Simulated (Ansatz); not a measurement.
The system is MnAs.

```
As Mn
1.0
     3.71000    0.00000    0.00000
    -1.85500    3.21295    0.00000
     0.00000    0.00000    5.69100
As Mn
2 2
Direct
  0.66667 0.33333 0.75000
  0.33333 0.66667 0.25000
  0.00000 0.00000 0.50000
  0.00000 0.00000 0.00000
```

```yaml
Program: Ansatz 0.2.0
Task: relaxation of cell and atoms
Functional: PBE
Dispersion: D4
Potentials_or_basis: Ansatz PAW
Cutoff: "420 eV (not typed: the program's choice for these potentials)"
k_mesh: 8 × 8 × 5
Occupations: fermi-dirac, width 0.05 eV
Spin: collinear spin, ferromagnetic start
Starting_moments: "[0.0, 0.0, 4.0, 4.0] μB"
```

At the start: volume 16.96 Å³/atom.

Problem. How do energy, volume and symmetry change on relaxing?

Solution. It ends after 7 steps and the volume is 15.12 Å³/atom (-10.9 %); space group P6_3/mmc (No. 194, to 0.05 Å); moment 5.22 μB per cell.

The path:
```csv
step,energy change (eV),largest force (eV/Å),volume (Å³)
1,0.0000,0.0000,67.84
2,-0.1615,0.0000,63.40
3,-0.1848,0.0000,58.58
4,-0.2014,0.0000,60.60
5,-0.2019,0.0000,60.43
6,-0.2019,0.0000,60.47
7,-0.2000,0.0000,60.47
```

Final structure:
```cif
data_structure
_symmetry_space_group_name_H-M 'P 1'
_symmetry_Int_Tables_number 1
_cell_length_a 3.5867
_cell_length_b 3.5867
_cell_length_c 5.4274
_cell_angle_alpha 90.000
_cell_angle_beta 90.000
_cell_angle_gamma 120.000
_cell_volume 60.47
loop_
_atom_site_label
_atom_site_type_symbol
_atom_site_fract_x
_atom_site_fract_y
_atom_site_fract_z
_atom_site_occupancy
As1 As 0.66667 0.33333 0.75000 1
As2 As 0.33333 0.66667 0.25000 1
Mn1 Mn 0.00000 0.00000 0.50000 1
Mn2 Mn 0.00000 0.00000 0.00000 1
```

Caveat: the plane-wave basis is chosen anew once the cell has moved, so the energies of steps on either side of that aren't comparable; the volume moved by -11 % from the deposited cell, more than functionals usually miss; only a ferromagnetic start was run, and an antiferromagnetic order may lie lower in energy.
